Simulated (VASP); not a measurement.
Here is a VASP 6.6.1 calculation.

Contents of INCAR:

```
  ALGO = Fast
  EDIFF = 1E-7
  ENCUT = 520
  GGA = PE
  ISIF = 2
  ISMEAR = 0
  IVDW = 12
  LASPH = True
  LCHARG = False
  LREAL = False
  LWAVE = False
  NBANDS = 11
  NELM = 60
  PREC = Accurate
  SIGMA = 0.1
```

KPOINTS

```
k-points
0
Gamma
  6 6 6
```

POSCAR

```
Be2C
1.0
    0.0000000000      2.1622560000      2.1622560000
    2.1622560000      0.0000000000      2.1622560000
    2.1622560000      2.1622560000      0.0000000000
Be C
2 1
Direct
    0.7500000000      0.7500000000      0.7500000000
    0.2500000000      0.2500000000      0.2500000000
    0.0000000000      0.0000000000      0.0000000000
```

Potentials or basis: VASP PAW PBE potentials, release 64 (Be, C).

Launch:

```console
$ cat potpaw_PBE.64/Be/POTCAR potpaw_PBE.64/C/POTCAR > POTCAR
$ mpirun -np 1 vasp_std > vasp.out
```

(1) Predict the pressure.

(2) Predict the band gap on the k mesh.

(3) What does it give for the dispersion energy per atom?

Results:

(1) -6.6 GPa.

(2) 1.16 eV, indirect (least direct gap 4.13 eV).

(3) -0.313 eV.
